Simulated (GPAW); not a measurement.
**Pt: optical spectrum with PBE**

Crystal: Pt.

```xyz
1
Lattice="0.0000 1.9344 1.9344 1.9344 0.0000 1.9344 1.9344 1.9344 0.0000" Properties=species:S:1:pos:R:3 pbc="T T T"
Pt    0.0000    0.0000    0.0000
```

| Item | Value |
| --- | --- |
| Program | GPAW 26.7.0 |
| Task | optical spectrum |
| Functional | PBE |
| Potentials or basis | GPAW PAW data sets (gpaw-data 1.2.1) |
| Cutoff | 400 eV |
| Basis | pw |
| k mesh | 9 × 9 × 9 |
| Occupations | fermi-dirac, width 0.05 eV |
| Spin | no spin polarisation |
| Eta | 0.1 eV |
| Response ecut | 50 eV |
| Scissors | 0 eV |
| Kernel | RPA |
| Maxiter | 150 |
| Response k mesh | 29 × 29 × 29 |
| Domega0 | 0.05 eV |
| Omega2 | 10 eV |
| Response bands | 18 |
| Directions | ["x"] |
| Intraband | yes |

```yaml
Band_gap_on_the_k_mesh: none (metal or under the smearing width)
```

Dielectric function (mean over the directions given):
| energy (eV) | real part | imaginary part |
| --- | --- | --- |
| 0.67 | -120.46 | 103.06 |
| 1.26 | -39.83 | 39.28 |
| 1.89 | -20.55 | 20.97 |
| 2.54 | -12.94 | 12.74 |
| 3.17 | -8.86 | 9.40 |
| 3.76 | -7.22 | 8.67 |
| 4.44 | -4.49 | 5.71 |
| 5.01 | -3.10 | 4.27 |
| 5.68 | -1.65 | 3.53 |
| 6.31 | -0.57 | 2.86 |
| 6.87 | 0.38 | 3.13 |
| 7.55 | 0.89 | 4.08 |
| 8.16 | 0.40 | 3.81 |
| 8.80 | 0.37 | 4.20 |
| 9.47 | 0.38 | 4.63 |
| 10.16 | -1.11 | 4.11 |
| 10.78 | -1.07 | 3.13 |
| 11.41 | -0.79 | 2.74 |
| 12.08 | -0.74 | 2.52 |
| 12.65 | -0.65 | 2.21 |
| 13.36 | -0.18 | 1.97 |
| 13.97 | -0.08 | 1.93 |
| 14.61 | -0.08 | 1.87 |
| 15.26 | -0.09 | 1.81 |
| 15.94 | -0.05 | 1.67 |
| 16.64 | 0.12 | 1.40 |
| 17.36 | 0.31 | 1.32 |
| 18.12 | 0.60 | 1.33 |
| 18.90 | 0.98 | 2.04 |
| 19.87 | 0.40 | 2.26 |

Run time: 82 s on 1 thread of Arm Neoverse V2, on a shared host, peak memory 0.35 GiB.

Caveat: the intraband term hangs on this k mesh; the long-wavelength limit can be off by several per cent where d states take part; independent-particle spectra lack excitons. The run has no spin-orbit coupling, so splittings on Pt are missing.
